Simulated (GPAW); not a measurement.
Runs of GPAW 26.7.0 on GaN. It takes space group F-43m (No. 216, cubic). Conventional cell: a = 4.507 Å, b = 4.507 Å, c = 4.507 Å, α = 90.00°, β = 90.00°, γ = 90.00°. Ga (site symmetry -43m) has 4 N at 1.95 Å as nearest neighbours. N (site symmetry -43m) has 4 Ga at 1.95 Å as nearest neighbours. The cell is a database's computed one.

```tsv
task	level	potentials or basis	cell	k mesh	cutoff (eV)	smearing	maxiter	exx fraction	k mesh for the Wannier functions	wannier start	wannier functional	mesh quality	gap on the mesh (eV)	pressure (GPa)
hybrid scf	TPSSh	GPAW PAW data sets (gpaw-data 1.2.1), pw	as given	5 × 5 × 5	650	fermi-dirac 0.001 eV	40	0.1	-	-	-	coarse	2.44	-
Wannier functions	LDA	PAW data sets generated in the run's folder for this functional, pw	as given	10 × 10 × 10	800	fermi-dirac 0.05 eV	150	-	4 × 4 × 4	scdm	std	not flagged	(a)	0.8
Born charges	BLYP+D3	PAW data sets generated in the run's folder for this functional, pw	relaxed	5 × 5 × 5	680	fermi-dirac 0.01 eV	150	-	-	-	-	coarse	1.60	0.0
one-shot levels on a semilocal density	r2SCAN	GPAW PAW data sets (gpaw-data 1.2.1), pw	as given	6 × 6 × 6	650	fermi-dirac 0.001 eV	150	-	-	-	-	coarse	2.28	-
phonons	revTPSS+D3(BJ)+ATM	GPAW PAW data sets (gpaw-data 1.2.1), pw	relaxed	10 × 10 × 10	680	fermi-dirac 0.05 eV	150	-	-	-	-	not flagged	1.45	0.0
hybrid scf	r2SCAN-EpsX	GPAW PAW data sets (gpaw-data 1.2.1), pw	as given	5 × 5 × 5	650	fermi-dirac 0.001 eV	40	0.18	-	-	-	coarse	(b)	-
```

Alike in all rows: no spin polarisation.

Q: Estimate the missing entries.

A: (a) 1.88; (b) 3.56.

Caveats: some runs use coarse meshes; the PAW data sets were made with another functional, which shifts forces and pressure a little (some runs); the scaled meta-GGA exchange is a class typed in the script (some runs); the cutoff is short for stress and forces, so pressures can be off by a GPa or more (some runs); the LO-TO splitting is left out (some runs); energy and the plain gap are those of the semilocal run (some runs); the hybrids' values are one shot on its orbitals and mesh (some runs).

A k mesh can miss the band edges, and the runs leave out spin-orbit coupling on Ga.

Runs at the PBE level aren't shown here.
